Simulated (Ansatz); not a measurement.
A run of Ansatz 0.2.0 is set up as follows.

Contents of input.yaml:

```yaml
crystal:
  lattice:
    - [3.8227, 0.0, 0.0]
    - [-1.91135, 3.310555311, 0.0]
    - [0.0, 0.0, 12.52]
  atoms:
    - { symbol: Zn, position: [0.655258, 0.335022, 0.749877] }
    - { symbol: Zn, position: [0.307242, 0.651671, 0.247986] }
    - { symbol: Zn, position: [-0.003585, -0.000406, 0.503208] }
    - { symbol: Zn, position: [0.008605, -0.000732, -0.003437] }
    - { symbol: S, position: [0.674358, 0.331261, 0.939475] }
    - { symbol: S, position: [0.345161, 0.668636, 0.43318] }
    - { symbol: S, position: [0.012506, -0.007343, 0.688849] }
    - { symbol: S, position: [-0.007348, 0.004146, 0.19057] }
kpoints:
  mp_grid: { grid: [8, 8, 3] }
scf:
  occupations: { method: fermi_dirac, width: 0.05 }
hamiltonian:
  xc: pbe
  pseudopotentials: { kind: all_electron, lapw: { basis_error: 0.001 } }
output:
  forces: true
  stress: true
  eigenvalues: true
  populations: true
```

Potentials or basis: all-electron LAPW, scalar-relativistic.

Run with:

```bash
$ ansatz run input.yaml --threads 4 --pin off --max-ram 12288MiB --backend cpu --events-out ev --progress --plain --runs-dir out
```

**Question.** Estimate the band gap on the k mesh.

**Answer.** 2.01 eV, direct.

**Question.** Estimate the largest force.

**Answer.** 0.838 eV/Å.

Forces in eV/Å, atoms in the order of the input:
```
Zn   0.593 -0.073  0.223
Zn   0.192  0.435  0.065
Zn   0.275  0.061 -0.475
Zn  -0.020 -0.022  0.578
S   -0.033  0.040 -0.301
S   -0.285 -0.080  0.679
S   -0.616  0.089 -0.071
S   -0.106 -0.450 -0.698
```

Caveat: an odd mesh through Γ misses points on the zone boundary, where band edges often lie.
